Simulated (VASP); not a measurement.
Wanted: the native input for a VASP 6.6.1 run.

```yaml
Task: single point
Functional: PBE
Potentials_or_basis: VASP PAW PBE potentials, release 64 (Rb_sv)
Cutoff: 520 eV
k_mesh: 6 × 6 × 6
Occupations: methfessel-paxton, width 0.1 eV
Spin: no spin polarisation
Dipole_correction: no
Further_INCAR_settings: ALGO = Fast; EDIFF = 1e-06; NBANDS = 16
```

The structure of Rb lies in POSCAR:

```
Rb
1.0
   -2.3790000000      2.3790000000      8.4887000000
    2.3790000000     -2.3790000000      8.4887000000
    2.3790000000      2.3790000000     -8.4887000000
Rb
2
Direct
    0.2500000000      0.7500000000      0.5000000000
    0.5000000000      0.5000000000      0.0000000000
```

This isn't the form of Rb at room conditions, which is bcc.

These files were run (other wordings do the same):

INCAR

```
SYSTEM = Rb
ALGO     = Fast           ! electronic algorithm
EDIFF    = 1E-6           ! SCF threshold, eV
ENCUT    = 520            ! plane-wave cutoff, eV
GGA      = PE             ! functional
ISIF     = 2              ! what is computed and relaxed
ISMEAR   = 1              ! smearing method
LASPH    = .True.         ! aspherical terms in the spheres
LCHARG   = .False.        ! write CHGCAR
LREAL    = .False.        ! projectors in reciprocal space
LWAVE    = .False.        ! write WAVECAR
NBANDS   = 16             ! bands
NELM     = 100            ! most SCF steps
PREC     = Accurate       ! precision mode
SIGMA    = 0.1            ! smearing width, eV
```

KPOINTS

```
k-points
0
Gamma
  6 6 6
  0 0 0
```

Potentials or basis: VASP PAW PBE potentials, release 64 (Rb_sv).

Launch:

```bash
$ cat potpaw_PBE.64/Rb_sv/POTCAR > POTCAR
$ mpirun -np 1 vasp_std > vasp.out
```

It gave:

The pressure is 0.0 GPa and the band gap on the k mesh is none (metal or under the smearing width).

Run time: 7.4 min on 1 thread of AMD EPYC 7R13 Processor (Zen 3), with other jobs on the host, peak memory 0.64 GiB.
